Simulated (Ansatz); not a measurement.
# CaSe (Fm-3m): phonons and vibrational spectra, part 2 of 3

Task: relax CaSe (Fm-3m), then find its harmonic phonons.

Ansatz 0.2.0; DFT PBE, scalar-relativistic, plane waves, PAW.

So far. Step 3 (Tight relaxation): The forces vanish by symmetry and the pressure is 0.005 GPa, within the tolerances set. The cell now holds 26.44 Å³/atom. The relaxed cell has a = 5.958 Å (conventional setting).

The database entry behind the starting cell differs from later determinations by our own check (0.1 to 0.3 % short, probably kX units), so it need not match the best structure at ambient conditions.

## (4) Modes at Γ

The zone centre comes first: it holds the modes that light can see, as far as symmetry allows. The response to a homogeneous field gives the Born charges and the dielectric tensor.

Input file input.yaml:

```yaml
crystal:
  lattice:
    - [0.0, 2.9789659855, 2.9789659855]
    - [2.9789659855, 0.0, 2.9789659855]
    - [2.9789659855, 2.9789659855, 0.0]
  atoms:
    - { symbol: Ca, position: [0.0, 0.0, 0.0] }
    - { symbol: Se, position: [0.5, 0.5, 0.5] }
kpoints:
  mp_grid: { grid: [8, 8, 8] }
hamiltonian:
  xc: pbe
scf:
  occupations: { method: fixed }
output:
  eigenvalues: true
phonons:
  method: dfpt
  dielectric: true
  rigid_motions: translations
```

Run with:

```
$ ansatz run input.yaml --threads 4 --pin off --max-ram 7168MiB --backend cpu --events-out ev --progress --plain --runs-dir out
```

Numbers of over 12 decimals in the logs are rounded to 6 here.

Log:

```text
[...]
Crystal: 2 atoms, lattice volume = 52.872 Å³
Basis set: ecut = 420 eV, 1037 PW (Γ), exchange–correlation on 60×60×60 points (8 copies of the dense FFT grid, shifted against one another)
Bands: 17, of which v1, the nominal top of the filled ones, is band 13 counted from 1 (12 counted from 0)
Symmetry: 48 space group operations
k-points: 59 of 512 (irreducible under 8 space group operations, time reversal used)
[...]
SCF iter   1: F=—  HF=-7290.003169 eV  |F-HF|=—  |Δ(HF+E_count)|=         —  Δρ=5.55e-4  dr2=1.75e-4  ethr=1.77e-3  ⟨swp⟩=4.1  Hψ=4842  notcnv=0  defer=25
[...]
SCF iter   8: F=-7290.003036 eV  HF=-7290.003036 eV  |F-HF|=5.55e-11  |Δ(HF+E_count)|=  1.41e-10  Δρ=2.24e-7  dr2=5.54e-11  ethr=1.00e-12  ⟨swp⟩=7.8  Hψ=5921  notcnv=0
SCF 1 converged in 8 iterations: F = -7290.003036 eV  dr2 = 5.54e-11
[...]
DFPT response loops at Γ: preconditioner auto → none (the input reference at scf.mixing.eps_inf says where Resta's filter doesn't serve); β = 0.50; Broyden in place of MSR1
── the response to a field inside a basis, on 8×8×8 k-points: an SCF that follows is theirs, and a resumed run solves both again ──
Bands: 14, of which v1, the nominal top of the filled ones, is band 13 counted from 1 (12 counted from 0)
k-points: 60 of 512 (irreducible under 12 space group operations)
[...]
Eigensolver: Dense (60 Hₖ)
SCF iter   1: F=—  HF=-7290.000036 eV  |F-HF|=—  |Δ(HF+E_count)|=         —  Δρ=8.09e-5  dr2=7.39e-7  ethr=1.00e-1
[...]
SCF iter   3: F=-7290.000039 eV  HF=-7290.000039 eV  |F-HF|=5.56e-8  |Δ(HF+E_count)|=   8.44e-7  Δρ=1.19e-5  dr2=3.70e-8  ethr=7.83e-10
SCF 1 converged in 3 iterations: F = -7290.000039 eV  dr2 = 3.70e-8
[...]
SCF converged after 8 iterations
Free energy (F): -7290.003036 eV
[...]
Internal energy: -7290.003036 eV  (E = F + TS)
E sigma→0 (E₀):  -7290.003036 eV
Fermi energy:    6.830703 eV
[...]
--- Band table (eV; the first three rows and the last of 59) ---
  k-point 0: bands = [... 9 lower, -4.8930, 6.8307, 6.8307, 6.8307, 10.0626, 10.5482, 10.5482, 10.5482]
  k-point 1: bands = [... 9 lower, -4.8058, 6.0814, 6.6029, 6.6029, 10.4119, 10.7529, 10.7529, 11.0667]
  k-point 2: bands = [... 9 lower, -4.5847, 4.8773, 6.1620, 6.1620, 10.5422, 11.2532, 11.2532, 12.4398]
  k-point 58: bands = [... 9 lower, -4.2590, 4.9013, 4.9013, 5.2077, 11.2148, 11.2148, 12.0196, 12.4833]
--- Phonons (Γ-DFPT): 2 representative perturbations + reference, on 59 of 512 k-points (Σ response iterations 6) ---
  k mesh reduced under 8 symmetry operations, with k and −k counted as one. Each operation leaves every solved perturbation unchanged. A smaller set is not considered because the run solves the response to a homogeneous field
  ASR residual: 1.354e-4 → 0.000e0 eV/Å²; symmetrization residual: 5.182e-6 eV/Å²
  ASR residual per site (eV/Å²): 1.33e-4 1.35e-4
  Γ frequencies (cm⁻¹): 0.00 0.00 0.00 169.19 169.19 169.19
  ε∞ (high-frequency dielectric tensor):
        5.623743     0.000000     0.000000
        0.000000     5.623743     0.000000
        0.000000     0.000000     5.623743
  ε⁰ (static dielectric tensor: ions relaxed, cell fixed):
       12.539766    -0.000000     0.000000
       -0.000000    12.539766    -0.000000
        0.000000    -0.000000    12.539766
  ε⁰ − ε∞ (ionic part):
        6.916023    -0.000000     0.000000
       -0.000000     6.916023    -0.000000
        0.000000    -0.000000     6.916023
  softest optical mode at Γ: 169.19 cm⁻¹; the repairs (sum rule, projections) moved no ω² at Γ by more than (1.06 cm⁻¹)²
  Born effective charges Z* (e; rows j = field, columns β = displacement):
    site 0:
         2.37812   -0.00000   -0.00000
        -0.00000    2.37812    0.00000
         0.00000    0.00000    2.37812
    site 1:
        -2.37812    0.00000    0.00000
         0.00000   -2.37812   -0.00000
        -0.00000   -0.00000   -2.37812
  Z* charge neutrality: 5.546e-4 e pre-enforcement
  solved inside a basis spanned on kpoints, on 8×8×8 k-points, its susceptibility summed on 12×12×12: ε∞ is read to err by 1.5e-2, Z* by 1.7e-2 e (field_mesh: kpoints solves on kpoints); Z* is corrected for what the basis lacks
  optical modes at Γ without the LO–TO term, one row a degenerate level:
      ω (cm⁻¹)  modes    IR ((D/Å)²/amu)
        169.19      3            14.7232
  optical modes at Γ + LO–TO along q̂ = [1.0000, 0.0000, 0.0000]:
      ω (cm⁻¹)  modes    IR ((D/Å)²/amu)
        169.19      2             9.8155
        252.65      1             4.9077
  optical modes at Γ + LO–TO along q̂ = [0.0000, 1.0000, 0.0000]:
      ω (cm⁻¹)  modes    IR ((D/Å)²/amu)
        169.19      2             9.8155
        252.65      1             4.9077
  optical modes at Γ + LO–TO along q̂ = [0.0000, 0.0000, 1.0000]:
      ω (cm⁻¹)  modes    IR ((D/Å)²/amu)
        169.19      2             9.8155
        252.65      1             4.9077
```

Wall time 17 s (4 threads of Arm Neoverse V1, shared host); peak memory 0.55 GiB; 64 s of CPU time.

In the SCF lines HF is the Harris–Foulkes energy and dr2 the Hartree energy of the density residual, in eV; the loop may stop once dr2 is under the threshold and the program's other checks hold. Hψ counts applications of the Hamiltonian.

Numbers from this step:

- sum-rule residual before enforcement: 1.35e-4 eV/Å²
- miss of the charge sum rule: 5.55e-4 e
- estimated error of the dielectric tensor: 0.01453
- estimated error of the Born charges: 0.01713 e
- point group: m-3m
- highest optical mode at the zone centre (no LO-TO term): 169.2 cm⁻¹
- lowest optical zone-centre mode: 169.2 cm⁻¹
- mean high-frequency dielectric constant: 5.624
- largest Born charge (third of the trace): 2.378 e
- mean static dielectric constant: 12.54
- top of the zone-centre spectrum with the field: 252.7 cm⁻¹

Without the LO-TO term. Patterns of degenerate modes are one choice out of their space. The modes at Γ (shares of kinetic energy by element, %):

| mode | frequency (cm⁻¹) | symmetry | Ca % | Se % |
| --- | --- | --- | --- | --- |
| 1 | 0.0 | acoustic | 34 | 66 |
| 2 | 0.0 | acoustic | 34 | 66 |
| 3 | 0.0 | acoustic | 34 | 66 |
| 4 | 169.2 | T1u | 66 | 34 |
| 5 | 169.2 | T1u | 66 | 34 |
| 6 | 169.2 | T1u | 66 | 34 |

Displacements in mode 6 (169.2 cm⁻¹), the largest set to 1:
```
Ca1  0.00  0.00  1.00
Se2  0.00  0.00 -0.51
```

Optical modes at the zone centre, without and with the macroscopic field of the longitudinal modes; each column is sorted by frequency, so a row need not hold one and the same mode. Modes with and without the field, by row:

| rank among optical modes | no field (cm⁻¹) | q along (1, 0, 0) (cm⁻¹) |
| --- | --- | --- |
| 1 | 169.2 | 169.2 |
| 2 | 169.2 | 169.2 |
| 3 | 169.2 | 252.7 |

Born charge (rows field, columns displacement) (e), principal values of the symmetric part by kind of site:

| atom | atoms with these values | low | middle | high | mean |
| --- | --- | --- | --- | --- | --- |
| Ca1 | 1 | 2.38 | 2.38 | 2.38 | 2.38 |
| Se2 | 1 | -2.38 | -2.38 | -2.38 | -2.38 |

In full for Ca1:

```
2.38 0.00 0.00
0.00 2.38 0.00
0.00 0.00 2.38
```

High-frequency dielectric tensor:

```
5.62 0.00 0.00
0.00 5.62 0.00
0.00 0.00 5.62
```

Static dielectric tensor (ions relaxed, fixed cell):

```
12.54  0.00  0.00
 0.00 12.54  0.00
 0.00  0.00 12.54
```

Transverse modes. Lines of the infrared spectrum (strongest = 100):

| position (cm⁻¹) | label | relative intensity |
| --- | --- | --- |
| 169 | T1u | 100 |

Before it was imposed, the acoustic sum rule was missed by 1.4e-4 eV/Å² and the charge sum rule by 5.5e-4 e. Small misses are needed for a sound result but don't prove that mesh and cutoff are converged. The lowest optical mode is real, 169 cm⁻¹.

## (5) Phonons on a q mesh

Stability and thermal properties need the whole zone. Linear response on a 4×4×4 q mesh gives force constants as far as a supercell of that size would, and the tensors from the zone-centre run are typed in so that the long-range dipole term is interpolated apart.

input.yaml, the sections that differ from step 4:

```yaml
phonons:
  method: dfpt
  qmesh: [4, 4, 4]
  temperatures: { t_max: 1000, t_step: 50 }
  qpath:
    path:
      - [[0.0, 0.0, 0.0], [0.5, 0.0, 0.5], [0.625, 0.25, 0.625]]
      - [[0.375, 0.375, 0.75], [0.0, 0.0, 0.0], [0.5, 0.5, 0.5], [0.5, 0.25, 0.75], [0.5, 0.0, 0.5]]
    npoints: 10
  non_analytic_term:
    high_frequency_dielectric_tensor: [[5.6237, 0.0, 0.0], [0.0, 5.6237, 0.0], [0.0, 0.0, 5.6237]]
    born_effective_charges:
      - { species: Ca, tensor: [[2.3781, 0.0, 0.0], [0.0, 2.3781, 0.0], [0.0, 0.0, 2.3781]] }
      - { species: Se, tensor: [[-2.3781, 0.0, 0.0], [0.0, -2.3781, 0.0], [0.0, 0.0, -2.3781]] }
    source: "zone-centre run at this cell"
# crystal, kpoints, hamiltonian, scf, output: as in step 4
```

Log:

```text
[...]
Crystal: 2 atoms, lattice volume = 52.872 Å³
Basis set: ecut = 420 eV, 1037 PW (Γ), exchange–correlation on 60×60×60 points (8 copies of the dense FFT grid, shifted against one another)
Bands: 17, of which v1, the nominal top of the filled ones, is band 13 counted from 1 (12 counted from 0)
Symmetry: 48 space group operations
k-points: 29 of 512
[...]
SCF iter   1: F=—  HF=-7290.003232 eV  |F-HF|=—  |Δ(HF+E_count)|=         —  Δρ=5.42e-4  dr2=1.56e-4  ethr=1.77e-3  ⟨swp⟩=4.1  Hψ=2372  notcnv=0  defer=12
[...]
SCF iter   9: F=-7290.003036 eV  HF=-7290.003036 eV  |F-HF|=1.82e-12  |Δ(HF+E_count)|=  5.91e-11  Δρ=4.78e-8  dr2=2.15e-12  ethr=1.00e-12  ⟨swp⟩=5.5  Hψ=2965  notcnv=0
SCF 1 converged in 9 iterations: F = -7290.003036 eV  dr2 = 2.15e-12
[...]
NSCF: frozen V_eff on 29 k-points
[...]
DFPT response loops at q = (0, 0, 0) (fractional): preconditioner auto → none (the input reference at scf.mixing.eps_inf says where Resta's filter doesn't serve); β = 0.50; Broyden in place of MSR1
[...]
SCF converged after 9 iterations
Free energy (F): -7290.003036 eV
[...]
Internal energy: -7290.003036 eV  (E = F + TS)
E sigma→0 (E₀):  -7290.003036 eV
Fermi energy:    6.830707 eV
[...]
--- Band table (eV; the first three rows and the last of 29) ---
  k-point 0: bands = [... 9 lower, -4.8930, 6.8307, 6.8307, 6.8307, 10.0626, 10.5482, 10.5482, 10.5482]
  k-point 1: bands = [... 9 lower, -4.8058, 6.0814, 6.6029, 6.6029, 10.4119, 10.7529, 10.7529, 11.0667]
  k-point 2: bands = [... 9 lower, -4.5847, 4.8773, 6.1620, 6.1620, 10.5422, 11.2532, 11.2532, 12.4398]
  k-point 28: bands = [... 9 lower, -4.2590, 4.9013, 4.9013, 5.2077, 11.2148, 11.2148, 12.0196, 12.4833]
--- Phonons (Γ-DFPT): 2 representative perturbations + reference (Σ response iterations 6) ---
  ASR residual: 4.383e-5 → 0.000e0 eV/Å²; symmetrization residual: 3.431e-6 eV/Å²
  ASR residual per site (eV/Å²): 1.71e-5 4.38e-5
  Γ frequencies (cm⁻¹): 0.00 0.00 0.00 169.19 169.19 169.19
--- Phonons (arbitrary-q DFPT): 8 irreducible q on the 4×4×4 mesh ---
  q = [0.0000, 0.0000, 0.0000] (star 1, of the zone-centre solve; hermiticity 2.45e-6, symmetrization 9.30e-12): -0.00 -0.00 0.00 169.19 169.19 169.19
  q = [0.0000, 0.0000, 0.2500] (star 8, 2 solved perturbations on 288 of 512 k-point pairs; hermiticity 1.47e-6, symmetrization 2.93e-12): 71.99 71.99 105.56 162.39 162.39 250.80
[...]
q = [0.0000, 0.2500, 0.2500] (star 6, 4 solved perturbations in 528 linear systems a pass and spin channel, the states on 164 of 512 k-point pairs; hermiticity 1.20e-6, symmetrization 2.95e-13): 61.90 61.90 126.54 172.60 172.60 204.61
[...]
sum rule: each row above includes the acoustic sum rule's correction from the zone centre's row sums; it moved no ω² by more than (0.39 cm⁻¹)²
  mesh force constants: q→R imaginary residual 3.66e-18; ASR residual 4.383e-5 → 0.000e0 eV/Å²; symmetrization residual 3.553e-15 eV/Å²
  interpolated dispersion: 63 rows × 6 modes
  density of states and harmonic sums: on the 20×20×20 q-mesh, interpolated from the force constants of a 4×4×4 supercell (with the dipole–dipole term of supplied tensors)
  largest difference from the sums on the solved wave vectors: F 1.23e-2 eV, S 1.63e-5 and C_V 4.00e-6 eV/K
  zero-point energy: 0.053440 eV/cell   skipped modes (ω ≤ 0): 3   left out of the sums: 6.25e-5 of the cell's modes: C_V's classical limit lies that fraction below 3 k_B per atom; for a crystal, a wire or a layer, F and S can be off by more, and a phonons.interpolated_qmesh denser along its periods is the remedy for the sampling
```

The job ended after 1.8 min (4 threads; peak memory 1.3 GiB; 6.9 min of CPU time).

Numbers from this step:

| Quantity | Value |
| --- | --- |
| sum-rule residual before enforcement | 4.38e-5 eV/Å² |
| lowest frequency on the path | 0 cm⁻¹ |
| highest frequency on the path or at a solved wavevector | 252.6 cm⁻¹ |
| mean frequency | 143.7 cm⁻¹ |
| Debye temperature (second moment) | 280 K |
| logarithmic mean frequency | 135.6 cm⁻¹ |
| lowest mode on the q mesh (acoustic modes at Γ apart) | 61.9 cm⁻¹ |
| zero-point energy per atom | 26.72 meV |
| heat capacity at 300 K | 23.89 J/(mol atoms K) |
| vibrational entropy at 300 K | 36.21 J/(mol atoms K) |

Frequencies (cm⁻¹) solved at each irreducible wavevector; negative means imaginary. Frequencies by wavevector, by row:

| q in reciprocal lattice units | star | mode 1 | mode 2 | mode 3 | mode 4 | mode 5 | mode 6 |
| --- | --- | --- | --- | --- | --- | --- | --- |
| 0 0 0 | 1 | 0 | 0 | 0 | 169.2 | 169.2 | 169.2 |
| 0 0 0.25 | 8 | 72 | 72 | 105.6 | 162.4 | 162.4 | 250.8 |
| 0 0 -0.5 | 4 | 114.3 | 114.3 | 145 | 145 | 153.8 | 246.8 |
| 0 0.25 0.25 | 6 | 61.9 | 61.9 | 126.5 | 172.6 | 172.6 | 204.6 |
| 0 0.25 -0.5 | 24 | 95.6 | 116 | 126.5 | 162.8 | 171.1 | 206.4 |
| 0 0.25 -0.25 | 12 | 91.1 | 113.1 | 141.8 | 144.8 | 177.2 | 217.4 |
| 0 -0.5 -0.5 | 3 | 81.7 | 81.7 | 121.3 | 174.6 | 174.6 | 184.6 |
| 0.25 -0.5 -0.25 | 6 | 107.1 | 107.1 | 129.7 | 173.1 | 180.4 | 180.4 |

Interpolated from a 4×4×4 q mesh, with the LO-TO term (at Γ the limit along the path; where Γ stands inside the path, tables give the limit on arrival). The phonon branches at the labelled points (cm⁻¹):

| point | branch 1 | branch 2 | branch 3 | branch 4 | branch 5 | branch 6 |
| --- | --- | --- | --- | --- | --- | --- |
| Γ | 0 | 0 | 0 | 169 | 169 | 253 |
| halfway | 62 | 62 | 126 | 173 | 173 | 205 |
| X | 82 | 82 | 121 | 175 | 175 | 185 |
| halfway | 87 | 96 | 120 | 172 | 180 | 184 |
| U | 99 | 115 | 123 | 164 | 182 | 191 |
| jump to K | 99 | 115 | 123 | 164 | 182 | 191 |
| halfway | 73 | 93 | 122 | 151 | 177 | 234 |
| Γ | 0 | 0 | 0 | 169 | 169 | 253 |
| halfway | 72 | 72 | 106 | 162 | 162 | 251 |
| L | 114 | 114 | 145 | 145 | 154 | 247 |
| halfway | 110 | 115 | 135 | 155 | 170 | 215 |
| W | 107 | 107 | 130 | 173 | 180 | 180 |
| halfway | 91 | 106 | 118 | 176 | 177 | 183 |
| X | 82 | 82 | 121 | 175 | 175 | 185 |

The phonon branches as a text plot (rows in cm⁻¹):

```
    247 |***                      *****************
    237 |   *                   **                 **
    226 |    **                *                     *
    216 |                    **                       *
    205 |      *            *                          *
    195 |                 **                            *
    184 |       * **********                             ********
    174 |****************   *************             ***********
    163 |                **       ****   *****     *** **
    153 |                  **   **            ***** ***
    142 |       **         *****               *******
    132 |      *  **           *              *       ******
    121 |           *******     *            *              *****
    111 |    **         * ******            *   **************
    100 |              * ** *    *             *           ** *
     89 |              **    ****          *  *              ***
     79 |   *    ******          ***         *                 **
     68 |       *               *         * *
     58 |  * ***                 ****      *
     47 |   *                     **     **
     37 |                           *
     26 | **                         *  **
     16 | *                          *  *
      5 |*                            **
         Γ           X  U|K            Γ         L        W     X
```

The phonon density of states has structure finer than the step of the table below, so its rows give means over 10 cm⁻¹, whole bins alone (the curve runs from 1 to 253 cm⁻¹). Peaks (cm⁻¹: height): 115.0: 0.0894, 135.0: 0.0623, 173.0: 0.108.

Tetrahedra on a 20×20×20 mesh, mean over bins of 2 cm-1. Interpolated from a 4×4×4 q mesh. The phonon density of states by wavenumber; means over each step:

| wavenumber (cm⁻¹) | phonon density of states (1/cm⁻¹/cell) |
| --- | --- |
| 10 | 9.6e-5 |
| 20 | 5.6e-4 |
| 30 | 0.00141 |
| 40 | 0.00279 |
| 50 | 0.00502 |
| 60 | 0.00851 |
| 70 | 0.0140 |
| 80 | 0.0250 |
| 90 | 0.0349 |
| 100 | 0.0415 |
| 110 | 0.0553 |
| 120 | 0.0395 |
| 130 | 0.0408 |
| 140 | 0.0305 |
| 150 | 0.0303 |
| 160 | 0.0529 |
| 170 | 0.0820 |
| 180 | 0.0422 |
| 190 | 0.0169 |
| 200 | 0.0150 |
| 210 | 0.0138 |
| 220 | 0.0133 |
| 230 | 0.0132 |
| 240 | 0.0137 |

The partial phonon density of states has structure finer than the step of the table below, so its rows give means over 10 cm⁻¹, whole bins alone (the curve runs from -10 to 270 cm⁻¹). Peaks (cm⁻¹: height): Ca 173.2: 0.0646; Se 115.1: 0.0577, 132.7: 0.0394, 173.2: 0.0271.

Phonopy on the run's constants, 17x17x17 mesh, Gaussian sigma 2.0 cm-1. Interpolated from a 4×4×4 q mesh. The partial phonon density of states by wavenumber; means over each step; values in 1/cm⁻¹/cell:

| wavenumber (cm⁻¹) | Ca | Se |
| --- | --- | --- |
| 0 | 1.9e-5 | 4.1e-5 |
| 10 | 1.2e-5 | 2.3e-5 |
| 20 | 2.1e-4 | 4.2e-4 |
| 30 | 5.6e-4 | 0.00115 |
| 40 | 7.9e-4 | 0.00167 |
| 50 | 0.00170 | 0.00366 |
| 60 | 0.00267 | 0.00594 |
| 70 | 0.00430 | 0.00991 |
| 80 | 0.00721 | 0.0174 |
| 90 | 0.00961 | 0.0255 |
| 100 | 0.00982 | 0.0310 |
| 110 | 0.00909 | 0.0445 |
| 120 | 0.00619 | 0.0360 |
| 130 | 0.00764 | 0.0314 |
| 140 | 0.00897 | 0.0227 |
| 150 | 0.0231 | 0.00811 |
| 160 | 0.0372 | 0.0153 |
| 170 | 0.0555 | 0.0233 |
| 180 | 0.0330 | 0.0120 |
| 190 | 0.0149 | 0.00205 |
| 200 | 0.0138 | 0.00102 |
| 210 | 0.0125 | 8.7e-4 |
| 220 | 0.0120 | 0.00110 |
| 230 | 0.0117 | 0.00146 |
| 240 | 0.0117 | 0.00195 |
| 250 | 0.00583 | 0.00156 |
| 260 | 5.8e-5 | 2.5e-5 |

Second derivatives of the energy by pair, one row for each kind of neighbour of each atom listed. Each entry sums the pair over the periodic images of the supercell that the q mesh stands for, and in a polar crystal it holds the long-range dipole part too. Force constants by pair, by row:

| atom | neighbour | distance (Å) | third of the trace (eV/Å²) | along the pair's line (eV/Å²) |
| --- | --- | --- | --- | --- |
| Ca1 | itself | 0 | 4.295 | – |
| Ca1 | Se | 2.979 | -0.608 | -1.169 |
| Ca1 | Ca | 4.213 | -0.0076 | -0.5465 |
| Ca1 | Se | 5.16 | -0.0187 | 0.1353 |
| Ca1 | Ca | 5.958 | -0.1246 | -0.3363 |
| Ca1 | Se | 6.661 | 0.0227 | 0.1319 |
| Ca1 | Ca | 7.297 | -0.0087 | -0.0712 |
| Se2 | itself | 0 | 4.696 | – |
| Se2 | Ca | 2.979 | -0.608 | -1.169 |
| Se2 | Se | 4.213 | -0.0694 | -0.4673 |
| Se2 | Ca | 5.16 | -0.0187 | 0.1353 |
| Se2 | Se | 5.958 | -0.0557 | -0.2275 |
| Se2 | Ca | 6.661 | 0.0227 | 0.1319 |
| Se2 | Se | 7.297 | -0.0097 | -0.064 |

Harmonic thermodynamic functions per atom, from the density of states. Interpolated from a 4×4×4 q mesh. Thermodynamic functions, by row:

| T (K) | F_vib (meV/atom) | S (J/mol-atom/K) | C_V (J/mol-atom/K) |
| --- | --- | --- | --- |
| 0 | 26.72 | 0 | 0 |
| 50 | 26.24 | 3.481 | 8.186 |
| 100 | 22.11 | 12.51 | 17.55 |
| 200 | 1.22 | 26.74 | 22.68 |
| 300 | -31.69 | 36.21 | 23.89 |
| 400 | -72.97 | 43.15 | 24.34 |
| 500 | -120.6 | 48.61 | 24.55 |
| 600 | -173.4 | 53.1 | 24.67 |
| 700 | -230.4 | 56.91 | 24.74 |
| 800 | -291.2 | 60.21 | 24.79 |
| 900 | -355.1 | 63.13 | 24.82 |
| 1000 | -421.9 | 65.75 | 24.84 |

Harmonic mean-square displacement, third of the trace. Interpolated from a 4×4×4 q mesh. Mean square displacements, by row:

| T (K) | Ca1 U_eq (Å²) | Se2 U_eq (Å²) |
| --- | --- | --- |
| 0 | 0.00283 | 0.00194 |
| 100 | 0.00415 | 0.00336 |
| 300 | 0.01001 | 0.00878 |
| 600 | 0.01953 | 0.0173 |

Symmetry leaves 8 wavevectors to solve. The lowest mode among them, the acoustic zeros apart, lies at q = (0, 0.25, 0.25) and is real, 61.9 cm⁻¹.

(Continued in part 3 of 3.)

[Logs are printed without paths, hosts, clocks, repeated set-up lines and the standing remarks that a program may print on its own settings, such as how far it seeks lower states.]

[Hosts, paths, dates, database ids (printed as entryN), source tags and the programs' standing remarks are cut or masked in the printed files.]
